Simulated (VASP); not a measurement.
Set up this calculation in VASP 6.6.1, as the native input.

```
Task                   : single point
Functional             : PBE
Potentials or basis    : VASP PAW PBE potentials, release 64 (Cd, S)
Cutoff                 : 520 eV
k mesh                 : 9 × 9 × 4
Occupations            : gaussian, width 0.02 eV
Spin                   : no spin polarisation
Dipole correction      : no
Further INCAR settings : ALGO = Fast; EDIFF = 1e-06; NBANDS = 26
```

The structure of CdS lies in POSCAR:

```
CdS
1.0
    4.0508627796     -0.0342361374     -0.0413479920
   -2.0550807545      3.4910353017      0.0413354495
   -0.0674900000      0.0389417300      6.4875437400
Cd S
2 2
Direct
    0.3514305938      0.6485694062     -0.0132400317
    0.6649821003      0.3350178997      0.5080627546
    0.3266327739      0.6733672261      0.3945064867
    0.6569545320      0.3430454680      0.8806707904
```

The cell isn't the ideal one: strained and moved within a subgroup.

The input as run:

INCAR

```
SYSTEM = CdS
PREC = Accurate ; ENCUT = 520
EDIFF = 1E-6 ; ISMEAR = 0
SIGMA = 0.02 ; LREAL = .FALSE.
LASPH = .TRUE. ; NELM = 80
ALGO = Fast ; ISIF = 2
LWAVE = .FALSE. ; LCHARG = .FALSE.
GGA = PE ; NBANDS = 26
```

KPOINTS

```
regular mesh
0
G
  9 9 4
  0 0 0
```

Potentials or basis: VASP PAW PBE potentials, release 64 (Cd, S).

The run is started by

```console
$ cat potpaw_PBE.64/Cd/POTCAR potpaw_PBE.64/S/POTCAR > POTCAR
$ mpirun -np 1 vasp_std > vasp.out
```

It gave:

```yaml
Pressure: 11.0 GPa
Largest_force: 2.147 eV/Å
Band_gap_on_the_k_mesh: 1.37 eV, direct
```

Caveat: forces of over 1 eV/Å show positions far from the minimum, so gaps and moduli don't describe the material at rest.

Run time: 100 s on 1 thread of AMD EPYC 9R45 96-Core Processor (Zen 5), on a shared host, peak memory 0.3 GiB.
